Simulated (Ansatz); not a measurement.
# linear Si chain: period, moment and channels by functional, part 3 of 3

How many channels does the linear Si chain carry, and how sure is the answer?

Ansatz 0.2.0; DFT PBE, plane waves, PAW; relaxation of a chain's period (the session's first sound run).

So far, conductance of the lead as this run defines it (G₀): 3.00 in steps 3, 5 and 7.

## 8. Relaxation of atoms and period

This step: DFT PBEsol, plane waves, PAW; relaxation of a chain's period (Ansatz 0.2.0).

The relaxation is repeated under another functional. PBEsol weakens PBE's gradient terms and usually lands between LDA and PBE.

Input file input.yaml:

```yaml
crystal:
  lattice:
    - [7.5, 0.0, 0.0]
    - [0.0, 7.5, 0.0]
    - [0.0, 0.0, 2.0646]
  atoms:
    - { symbol: Si, position: [0.5, 0.5, 0.0], spin: 0.3 }
magnetization:
  spin_polarized: true
kpoints:
  mp_grid: { grid: [1, 1, 39] }
scf:
  occupations: { method: fermi_dirac, width: 0.05 }
hamiltonian:
  xc: pbesol
relax:
  cell: { fix: [a, b, alpha, beta, gamma] }
  max_steps: 60
```

Command:

```bash
> ansatz run input.yaml --threads 4 --pin off --max-ram 8192MiB --backend cpu --events-out ev --progress --plain --runs-dir out
```

Numbers of over 12 decimals in the logs are rounded to 6 here.

The log of the run:

```text
[...]
Crystal: 1 atoms, lattice volume = 116.134 Å³
Basis set: ecut = 420 eV, 2279 PW (Γ), exchange–correlation on 108×108×30 points (8 copies of the dense FFT grid, shifted against one another)
Bands: 7, of which v1, the nominal top of the filled ones, is band 2 counted from 1 (1 counted from 0)
Symmetry: 16 space group operations
[...]
0.151314       0.000000       0.000000
        0.000000       0.151314       0.000000
        0.000000       0.000000      -0.020140
  P = ⅓ Tr σ = 0.0942 GPa (0.942 kbar)
--- Relaxed structure (4 steps of the walk, 4 accepted, 1 SCFs on fresh bases) ---
[...]
cell:  # Å, volume = 123.0138 Å³
    - [7.5, 0.0, 0.0]
    - [0.0, 7.5, 0.0]
    - [0.0, 0.0, 2.186913]
  atoms:
    - { symbol: Si, position: [0.5, 0.5, 0.0] }
[key lines of the parts left out:]
SCF converged after 5 iterations
Magnetization: 0.0000 μB (2.0000 up, 2.0000 down)
Free energy (F): -619.300951 eV
Fermi energy:    -3.258124 eV
```

It took 4.5 s on 4 threads of Arm Neoverse V1, shared host; peak memory 0.35 GiB; 16 s of CPU time.

The steps of the relaxation:

| step | energy less that of the first step (eV) | largest force component (eV/Å) | pressure (GPa) | volume (Å³) |
| --- | --- | --- | --- | --- |
| 1 | 0.0000 | 0.0000 | 0.96 | 116.13 |
| 2 | -0.0289 | 0.0000 | 0.71 | 118.22 |
| 3 | -0.0651 | 0.0000 | 0.08 | 123.18 |
| 4 | -0.0651 | 0.0000 | 0.09 | 123.01 |
| 5* | -0.0655 | 0.0000 | 0.09 | 123.01 |

Relaxation steps marked * repeat the geometry before them on a plane-wave basis chosen anew for their cell, so energy and pressure can jump there.

| cell as run | before | after | change |
| --- | --- | --- | --- |
| c (Å) | 2.065 | 2.187 | +5.9 % |

Final coordinates:

```cif
data_structure
_symmetry_space_group_name_H-M 'P 1'
_symmetry_Int_Tables_number 1
_cell_length_a 7.5000
_cell_length_b 7.5000
_cell_length_c 2.1869
_cell_angle_alpha 90.000
_cell_angle_beta 90.000
_cell_angle_gamma 90.000
_cell_volume 123.01
loop_
_atom_site_label
_atom_site_type_symbol
_atom_site_fract_x
_atom_site_fract_y
_atom_site_fract_z
_atom_site_occupancy
Si1 Si 0.50000 0.50000 0.00000 1
```

The cell's length comes to 2.187 Å, -1.7 % against the first run, with no moment.

The cell grew by 5.9 % in its periodic edges.

## 9. The wire at its relaxed period, level PBEsol, cutoff 420 eV

This step: DFT PBEsol, plane waves, PAW; channels and complex bands of a perfect chain (Ansatz 0.2.0).

The channels are counted again under PBEsol, at the period that it gave.

Input file input.yaml:

```yaml
crystal:
  lattice:
    - [7.5, 0.0, 0.0]
    - [0.0, 7.5, 0.0]
    - [0.0, 0.0, 2.1869125519]
  atoms:
    - { symbol: Si, position: [0.5, 0.5, 0.0] }
kpoints:
  mp_grid: { grid: [1, 1, 37] }
  band_path: { path: ["Γ", Z], npoints: 60 }
scf:
  occupations: { method: fermi_dirac, width: 0.05 }
hamiltonian:
  xc: pbesol
output:
  transmission:
    e_range: [-2, 2]
    de: 0.035
    kmesh: [1, 1]
    reduced_basis: true
    leads: [[0, 0]]
  dos: { projected: true, e_range: [-6, 4] }
```

The log of the run:

```text
[...]
Crystal: 1 atoms, lattice volume = 123.014 Å³
Basis set: ecut = 420 eV, 2431 PW (Γ)
Bands: 6, of which v1, the nominal top of the filled ones, is band 2 counted from 1 (1 counted from 0)
Symmetry: 16 space group operations
[...]
k-points: 19 of 37
[...]
Fermi energy:    -3.312067 eV
[...]
--- Band table (eV; the first three rows and the last of 19) ---
[...]
--- Transmission ---
  basis      : 497 plane waves across, 3 finite elements along
  points     : 1, standing for a mesh of 1 x 1
[...]
crystal 0  : Si1, at the sites [0, 0], period 2.1869 Å: whole cells are its period
[...]
filled         : 2.6 meV over the level at which it is neutral
    channels       : 3.000000e0 a spin
[...]
[key lines of the parts left out:]
SCF converged after 6 iterations
Free energy (F): -619.302047 eV
```

The job ended after 6.1 s (4 threads; peak memory 0.38 GiB).

At the computed energy nearest the Fermi level there are 3 channels a spin, and the thermal average gives 3.00 G₀.

## 10. Comparing the runs

Times are for 4 threads of Arm Neoverse V1, shared host. Results by setting:

| no. | level | conductance of the lead as this run defines it (G₀) | time | memory (GiB) |
| --- | --- | --- | --- | --- |
| 1 | PBE | 3.000 | 6 s | 0.39 |
| 2 | LDA | 3.000 | 6.2 s | 0.38 |
| 3 | r2SCAN | 3.000 | 7.6 s | 0.59 |
| 4 | PBEsol | 3.000 | 6.1 s | 0.38 |

## 11. Relaxation of atoms and period, cutoff 390 eV

This step: DFT PBE, plane waves, PAW (JTH); relaxation of a chain's period (Ansatz 0.2.0).

The same functional on other atomic datasets tests how far the result hangs on the treatment of the cores. Against the first PBE run of this kind, the cutoff is 390 eV against 420.

Input file input.yaml:

```yaml
crystal:
  lattice:
    - [7.5, 0.0, 0.0]
    - [0.0, 7.5, 0.0]
    - [0.0, 0.0, 2.0646]
  atoms:
    - { symbol: Si, position: [0.5, 0.5, 0.0], spin: 0.3 }
magnetization:
  spin_polarized: true
kpoints:
  mp_grid: { grid: [1, 1, 39] }
scf:
  occupations: { method: fermi_dirac, width: 0.05 }
hamiltonian:
  xc: pbe
  pseudopotentials: { kind: paw, source: jth }
relax:
  cell: { fix: [a, b, alpha, beta, gamma] }
  max_steps: 60
```

The log of the run:

```text
[...]
0.155050       0.000000       0.000000
        0.000000       0.155050       0.000000
        0.000000       0.000000       0.016046
  P = ⅓ Tr σ = 0.1087 GPa (1.087 kbar)
--- Relaxed structure (5 steps of the walk, 5 accepted, 1 SCFs on fresh bases) ---
[...]
cell:  # Å, volume = 124.8042 Å³
    - [7.5, 0.0, 0.0]
    - [0.0, 7.5, 0.0]
    - [0.0, 0.0, 2.218742]
  atoms:
    - { symbol: Si, position: [0.5, 0.5, 0.0] }
[key lines of the parts left out:]
SCF converged after 7 iterations
Magnetization: -0.0000 μB (2.0000 up, 2.0000 down)
Free energy (F): -633.700566 eV
Fermi energy:    -3.313660 eV
```

The job ended after 6.3 s (4 threads; peak memory 0.36 GiB; 23 s of CPU time).

The cell's length comes to 2.219 Å, -0.3 % against the first run, with no moment.

## 12. Relaxation of atoms and period

This step: DFT PBE, plane waves, PAW; relaxation of a chain's period (Ansatz 0.2.0).

No moment formed, so a run without spin should agree; this checks it and saves time.

input.yaml, the sections that differ from step 11:

```yaml
crystal:
  lattice:
    - [7.5, 0.0, 0.0]
    - [0.0, 7.5, 0.0]
    - [0.0, 0.0, 2.0646]
  atoms:
    - { symbol: Si, position: [0.5, 0.5, 0.0] }
hamiltonian:
  xc: pbe
# kpoints, scf, relax: as in step 11
# magnetization: removed
```

The log of the run:

```text
[...]
Crystal: 1 atoms, lattice volume = 116.134 Å³
Basis set: ecut = 420 eV, 2279 PW (Γ), exchange–correlation on 108×108×30 points (8 copies of the dense FFT grid, shifted against one another)
Bands: 6, of which v1, the nominal top of the filled ones, is band 2 counted from 1 (1 counted from 0)
Symmetry: 16 space group operations
[...]
k-points: 20 of 39
[...]
--- Stress (GPa, compression-positive) ---
        0.154961       0.000000       0.000000
        0.000000       0.154961       0.000000
        0.000000       0.000000       0.022984
  P = ⅓ Tr σ = 0.1110 GPa (1.110 kbar)
--- Relaxed structure (5 steps of the walk, 5 accepted, 1 SCFs on fresh bases) ---
[...]
cell:  # Å, volume = 125.1208 Å³
    - [7.5, 0.0, 0.0]
    - [0.0, 7.5, 0.0]
    - [0.0, 0.0, 2.224370]
  atoms:
    - { symbol: Si, position: [0.5, 0.5, 0.0] }
[key lines of the parts left out:]
SCF converged after 5 iterations
Free energy (F): -633.776317 eV
Fermi energy:    -3.326374 eV
```

Wall time 2.5 s (4 threads); peak memory 0.32 GiB.

The cell's length comes to 2.224 Å, +0.0 % against the first run, with spin left out.

## 13. The series together

Times are for 4 threads of Arm Neoverse V1, shared host. Results by setting:

| no. | level | cell length along the wire (Å) | time | memory (GiB) |
| --- | --- | --- | --- | --- |
| 1 | PBE | 2.224 | 5.3 s | 0.35 |
| 2 | LDA | 2.167 | 3.8 s | 0.33 |
| 3 | r2SCAN | 2.171 | 37 s | 0.62 |
| 4 | PBEsol | 2.187 | 4.5 s | 0.35 |
| 5 | PBE, JTH files | 2.219 | 6.3 s | 0.36 |
| 6 | PBE, no spin | 2.224 | 2.5 s | 0.32 |

## 14. Two-component spinors

This step: DFT PBE, plane waves, fully relativistic PAW; channels of a perfect chain with spin-orbit coupling (Ansatz 0.2.0).

Spin-orbit coupling mixes the spins and splits bands that cross or touch without it, so it can open or close channels. Fully relativistic datasets take the place of the scalar ones. The window is narrow, since spinor matrices are twice as large.

Input file input.yaml:

```yaml
crystal:
  lattice:
    - [7.5, 0.0, 0.0]
    - [0.0, 7.5, 0.0]
    - [0.0, 0.0, 2.2243577705]
  atoms:
    - { symbol: Si, position: [0.5, 0.5, 0.0] }
kpoints:
  mp_grid: { grid: [1, 1, 36] }
  band_path: { path: ["Γ", Z], npoints: 60 }
scf:
  occupations: { method: fermi_dirac, width: 0.05 }
hamiltonian:
  xc: pbe
  pseudopotentials: { kind: paw_fr }
output:
  transmission:
    e_range: [-0.42, 0.42]
    de: 0.035
    kmesh: [1, 1]
    reduced_basis: false
    leads: [[0, 0]]
magnetization:
  noncollinear: true
  spin_orbit: true
```

The log of the run:

```text
[...]
non-collinear run that drives no moment, with spin-orbit: no starting moment large enough to seed its density (crystal.atoms[].spin), no starting occupations that ask for one, no magnetisation constraint and no magnetic field, so the semilocal B_xc is pinned to zero
Crystal: 1 atoms, lattice volume = 125.120 Å³
Basis set: ecut = 420 eV, 2463 PW (Γ)
Bands: 12, of which v1, the nominal top of the filled ones, is band 4 counted from 1 (3 counted from 0)
Symmetry: 16 space group operations + 16 with time reversal
[...]
k-points: 19 of 36
Projection manifold: j_resolved (fully-relativistic pseudo-atomic orbitals)
[...]
SCF iter   1: F=—  HF=-633.901444 eV  |F-HF|=—  |Δ(HF+E_count)|=         —  Δρ=1.30e-2  dr2=3.04e-1  dr2_m=0.00e0 (ungated)  ethr=3.10e-3  |M|=0.00e0 ∫|m|=0.00e0 μB  |m|>n=0.0e0 m-floor=0.0e0 τ_xc=0.0e0  β_m=1.00  ⟨swp⟩=7.2  Hψ=932  notcnv=0  defer=2
[...]
spin=Noncollinear: LDOS preconditioning applied to the charge; magnetization (m_x, m_y, m_z) channels mix plain (no charge-response kernel on spin).
SCF iter   2: F=—  HF=-633.776491 eV  |F-HF|=—  |Δ(HF+E_count)|=   1.25e-1  Δρ=3.90e-3  dr2=1.47e-2  dr2_m=0.00e0 (ungated)  ethr=3.10e-3  |M|=0.00e0 ∫|m|=0.00e0 μB  |m|>n=0.0e0 m-floor=0.0e0 τ_xc=0.0e0  β_m=0.93  ⟨swp⟩=2.4  Hψ=284  notcnv=0  defer=52
[...]
SCF iter   6: F=-633.781273 eV  HF=-633.781273 eV  |F-HF|=4.43e-9  |Δ(HF+E_count)|=   2.52e-7  Δρ=1.37e-6  dr2=1.71e-9  dr2_m=0.00e0 (ungated)  ethr=2.50e-9  |M|=0.00e0 ∫|m|=0.00e0 μB  |m|>n=0.0e0 m-floor=0.0e0 τ_xc=0.0e0  ⟨swp⟩=8.5  Hψ=641  notcnv=0
SCF 1 converged in 6 iterations: F = -633.781273 eV  dr2 = 1.71e-9
[...]
transmission: 3 of 3 steps passed
SCF converged after 6 iterations
Magnetization: |M| = 0.0000 μB,  M = (+0.0000, +0.0000, +0.0000) μB
Absolute magnetization: 0.0000 μB (∫|m|)
  site 0: m = (+0.0000, +0.0000, +0.0000) μB, |m| = 0.0000 μB  (R = 0.92 Å)
Free energy (F): -633.781273 eV
[...]
Internal energy: -633.774561 eV  (E = F + TS)
E sigma→0 (E₀):  -633.777917 eV
Entropy (-TS):   -0.006712 eV (-6.712 meV/atom)
Fermi energy:    -3.267450 eV
[...]
--- Band table (eV; the first three rows and the last of 19) ---
  k-point 0: bands = [-12.6207, -12.6207, -4.5936, -4.5936, -4.5730, -4.5730, 0.2663, 0.2663, ... 4 higher]
  k-point 1: bands = [-12.5985, -12.5985, -4.5722, -4.5722, -4.5515, -4.5515, 0.2882, 0.2882, ... 4 higher]
  k-point 2: bands = [-12.5321, -12.5321, -4.5078, -4.5078, -4.4872, -4.4872, 0.3537, 0.3537, ... 4 higher]
  k-point 18: bands = [-6.6951, -6.6951, -4.4211, -4.4211, 1.5349, 1.5349, 1.5671, 1.5671, ... 4 higher]
--- Transmission ---
  basis      : 497 plane waves across, 3 finite elements along
  points     : 1, standing for a mesh of 1 x 1
[...]
crystal 0  : Si1, at the sites [0, 0], period 2.2244 Å: whole cells are its period
[...]
filled         : 27.2 meV over the level at which it is neutral
    channels       : 6.000000e0 of both spins
[...]
```

It took 3.7 min on 4 threads; peak memory 4.9 GiB.

Numbers from this step:

| Item | Value |
| --- | --- |
| energy at zero smearing | -633.7779 eV |
| channels at the energy nearest the Fermi level, both spins | 6 |

The open channels of the lead, both spins stays at 6 for energy from -0.42 to 0.42 eV.

The slowest values at each energy, most degenerate partners merged, listed up to 1.5 1/Å. Table of Im kz of the slowest decaying states by energy, zero at the Fermi level:

| energy (eV) | decay 1 (Å⁻¹) | decay 2 (Å⁻¹) | decay 3 (Å⁻¹) | decay 4 (Å⁻¹) |
| --- | --- | --- | --- | --- |
| -0.420 | 1.03 | 1.19 | 1.30 | 1.40 |
| -0.385 | 1.02 | 1.19 | 1.30 | 1.39 |
| -0.350 | 1.02 | 1.19 | 1.30 | 1.39 |
| -0.280 | 1.01 | 1.18 | 1.29 | 1.38 |
| -0.245 | 1.01 | 1.17 | 1.29 | 1.38 |
| -0.210 | 1.00 | 1.17 | 1.28 | 1.38 |
| -0.175 | 0.997 | 1.17 | 1.28 | 1.37 |
| -0.140 | 0.993 | 1.16 | 1.28 | 1.37 |
| -0.070 | 0.983 | 1.16 | 1.27 | 1.36 |
| -0.035 | 0.979 | 1.15 | 1.26 | 1.36 |
| 0.000 | 0.974 | 1.15 | 1.26 | 1.36 |
| 0.035 | 0.969 | 1.14 | 1.26 | 1.35 |
| 0.070 | 0.964 | 1.14 | 1.25 | 1.35 |
| 0.140 | 0.955 | 1.13 | 1.25 | 1.34 |
| 0.175 | 0.950 | 1.13 | 1.24 | 1.34 |
| 0.210 | 0.945 | 1.12 | 1.24 | 1.34 |
| 0.245 | 0.940 | 1.12 | 1.24 | 1.33 |
| 0.280 | 0.935 | 1.11 | 1.23 | 1.33 |
| 0.350 | 0.925 | 1.11 | 1.22 | 1.32 |
| 0.385 | 0.920 | 1.10 | 1.22 | 1.32 |
| 0.420 | 0.915 | 1.10 | 1.22 | 1.32 |

Electronic bands along the path, in eV, zero at the Fermi level:

| point | band 1 | band 2 | band 3 | band 4 | band 5 | band 6 | band 7 | band 8 |
| --- | --- | --- | --- | --- | --- | --- | --- | --- |
| Γ | -9.35 | -9.35 | -1.33 | -1.33 | -1.31 | -1.31 | 3.53 | 3.53 |
| halfway | -7.58 | -7.58 | 0.41 | 0.41 | 0.43 | 0.43 | 4.71 | 4.71 |
| Z | -3.43 | -3.43 | -1.15 | -1.15 | 4.80 | 4.80 | 4.83 | 4.83 |

At the computed energy nearest the Fermi level there are 6 spinor channels, and the thermal average gives 3.00 G₀.

## 15. A repeat with changed settings: basis.ecutwfc = "700 eV"

This step: DFT PBE, plane waves, PAW; channels and complex bands of a perfect chain; changed: basis.ecutwfc = "700 eV" (Ansatz 0.2.0).

The atoms of the run on the perfect lead (PBE) are kept and the input is varied, to see whether the result depends on it. The ELF is not written this time.

input.yaml, the sections that differ from step 14:

```yaml
hamiltonian:
  xc: pbe
output:
  transmission:
    e_range: [-2, 2]
    de: 0.035
    kmesh: [1, 1]
    reduced_basis: true
    leads: [[0, 0]]
  dos: { projected: true, e_range: [-6, 4] }
  write_potential: true
  write_density: true
  volumetric_format: npy
basis:
  ecutwfc: "700 eV"
# crystal, kpoints, scf: as in step 14
# magnetization: removed
```

The log of the run:

```text
[...]
Crystal: 1 atoms, lattice volume = 125.120 Å³
Basis set: ecut = 700 eV, 5237 PW (Γ)
Bands: 6, of which v1, the nominal top of the filled ones, is band 2 counted from 1 (1 counted from 0)
Symmetry: 16 space group operations
[...]
k-points: 19 of 36
[...]
SCF iter   1: F=—  HF=-633.779320 eV  |F-HF|=—  |Δ(HF+E_count)|=         —  Δρ=4.05e-3  dr2=1.90e-2  ethr=1.77e-3  ⟨swp⟩=6.5  Hψ=1303  notcnv=0
[...]
SCF iter   6: F=-633.779300 eV  HF=-633.779300 eV  |F-HF|=3.49e-10  |Δ(HF+E_count)|=   2.80e-8  Δρ=7.25e-7  dr2=1.22e-9  ethr=1.66e-9  ⟨swp⟩=2.3  Hψ=596  notcnv=0
SCF 1 converged in 6 iterations: F = -633.779300 eV  dr2 = 1.22e-9
[...]
transmission: 4 of 24 steps passed
transmission: 8 of 24 steps passed
[...]
transmission: 24 of 24 steps passed
[...]
SCF converged after 6 iterations
Free energy (F): -633.779300 eV
[...]
Internal energy: -633.772554 eV  (E = F + TS)
E sigma→0 (E₀):  -633.775927 eV
Entropy (-TS):   -0.006746 eV (-6.746 meV/atom)
Fermi energy:    -3.266990 eV
[...]
--- Band table (eV; the first three rows and the last of 19) ---
[...]
--- Transmission ---
  basis      : 829 plane waves across, 4 finite elements along
  points     : 1, standing for a mesh of 1 x 1
[...]
crystal 0  : Si1, at the sites [0, 0], period 2.2244 Å: whole cells are its period
[...]
filled         : 27.7 meV over the level at which it is neutral
    channels       : 3.000000e0 a spin
[...]
```

Wall time 11 s (4 threads); peak memory 0.55 GiB; 40 s of CPU time.

This step gave:

| Property | Result |
| --- | --- |
| energy at zero smearing | -633.7759 eV |

Table of open channels of the lead, one spin by energy, zero at the Fermi level:

| energy (eV) | open channels of the lead, one spin |
| --- | --- |
| -2.00 | 0 |
| -1.90 | 0 |
| -1.79 | 0 |
| -1.69 | 0 |
| -1.58 | 0 |
| -1.48 | 0 |
| -1.37 | 0 |
| -1.23 | 2 |
| -1.12 | 3 |
| -1.02 | 3 |
| -0.92 | 3 |
| -0.81 | 3 |
| -0.70 | 3 |
| -0.60 | 3 |
| -0.49 | 3 |
| -0.39 | 3 |
| -0.28 | 3 |
| -0.18 | 3 |
| -0.07 | 3 |
| -0.01 | 3 |
| 0.07 | 3 |
| 0.17 | 3 |
| 0.28 | 3 |
| 0.38 | 3 |
| 0.48 | 3 |
| 0.59 | 3 |
| 0.69 | 3 |
| 0.80 | 3 |
| 0.91 | 3 |
| 1.01 | 3 |
| 1.11 | 3 |
| 1.22 | 3 |
| 1.36 | 3 |
| 1.47 | 3 |
| 1.57 | 3 |
| 1.68 | 3 |
| 1.78 | 3 |
| 1.89 | 3 |
| 1.99 | 3 |

It took 11 s against 6 s for the run it varies, and the conductance is 3.00 G₀ against 3.00 G₀.

The channels at the energy nearest the Fermi level, one spin and conductance of the lead as this run defines it stay within 0.2 % plus 0.001 of the run it varies.

## 16. A varied input

This step: DFT PBE, plane waves, PAW; channels and complex bands of a perfect chain; changed: crystal.symmetry = {"detect": false}, kpoints.mp_grid.grid = [1, 1, 45] (Ansatz 0.2.0).

The atoms of the run on the perfect lead (PBE) are kept and the input is varied, to see whether the result depends on it. The ELF is not written this time.

input.yaml, as its differences from that of step 15:

```diff
@@ -7,4 +7,5 @@
     - { symbol: Si, position: [0.5, 0.5, 0.0] }
+  symmetry: { detect: false }
 kpoints:
-  mp_grid: { grid: [1, 1, 36] }
+  mp_grid: { grid: [1, 1, 45] }
   band_path: { path: ["Γ", Z], npoints: 60 }
@@ -25,3 +26 @@
   volumetric_format: npy
-basis:
-  ecutwfc: "700 eV"
```

The log of the run:

```text
[...]
Crystal: 1 atoms, lattice volume = 125.120 Å³
Basis set: ecut = 420 eV, 2463 PW (Γ)
Bands: 6, of which v1, the nominal top of the filled ones, is band 2 counted from 1 (1 counted from 0)
Symmetry: 1 space group operations
k-points: 23 of 45 (time reversal used)
[...]
SCF iter   1: F=—  HF=-633.777920 eV  |F-HF|=—  |Δ(HF+E_count)|=         —  Δρ=4.08e-3  dr2=1.93e-2  ethr=1.77e-3  ⟨swp⟩=6.7  Hψ=1565  notcnv=0
[...]
Fermi energy:    -3.274833 eV
[...]
--- Band table (eV; the first three rows and the last of 23) ---
[...]
--- Transmission ---
  basis      : 497 plane waves across, 3 finite elements along
  points     : 1, standing for a mesh of 1 x 1
[...]
crystal 0  : Si1, at the sites [0, 0], period 2.2244 Å: whole cells are its period
[...]
filled         : 28.5 meV over the level at which it is neutral
    channels       : 3.000000e0 a spin
[...]
[key lines of the parts left out:]
SCF converged after 6 iterations
Free energy (F): -633.777880 eV
```

Wall time 7.8 s (4 threads); peak memory 0.38 GiB; 25 s of CPU time.

Numbers from this step:

* energy at zero smearing: -633.7747 eV

Table of open channels of the lead, one spin by energy, zero at the Fermi level:

(Unchanged from step 15.)

It took 7.8 s against 6 s for the run it varies, and the conductance is 3.00 G₀ against 3.00 G₀.

The channels at the energy nearest the Fermi level, one spin and conductance of the lead as this run defines it stay within 0.2 % plus 0.001 of the run it varies.

## 17. Outcome

```json
{
  "cell length, PBE": "2.224 Å",
  "cell length, LDA": "2.167 Å",
  "cell length, r2SCAN": "2.171 Å",
  "cell length, PBEsol": "2.187 Å",
  "cell length, PBE, JTH files": "2.219 Å",
  "cell length, PBE, no spin": "2.224 Å",
  "conductance, PBE": "3.00 G₀",
  "conductance, LDA": "3.00 G₀",
  "conductance, r2SCAN": "3.00 G₀",
  "conductance, PBEsol": "3.00 G₀",
  "conductance, with spin-orbit coupling": "3.00 G₀"
}
```

**Reading.** Under PBE the cell's length is 2.22 Å, no moment survives, and it is a metal with 3 channels a spin next to the Fermi level, 3.00 G₀ at 300 K. The cell's length spans 2.6 % over the functionals, shortest under LDA and longest under PBE. A perfect wire passes every open channel, so the conductance counts half a G₀ for each forward-moving state at the Fermi level, spin by spin. Transport is coherent and elastic here: the atoms are frozen, so scattering by vibrations plays no part. The lead's cell of one atom keeps the chain straight and evenly spaced; a zigzag or dimerised form may lie lower.

[Logs are printed without paths, hosts, clocks, repeated set-up lines and the standing remarks that a program may print on its own settings, such as how far it seeks lower states.]

[Hosts, paths, dates, database ids (printed as entryN), source tags and the programs' standing remarks are cut or masked in the printed files.]
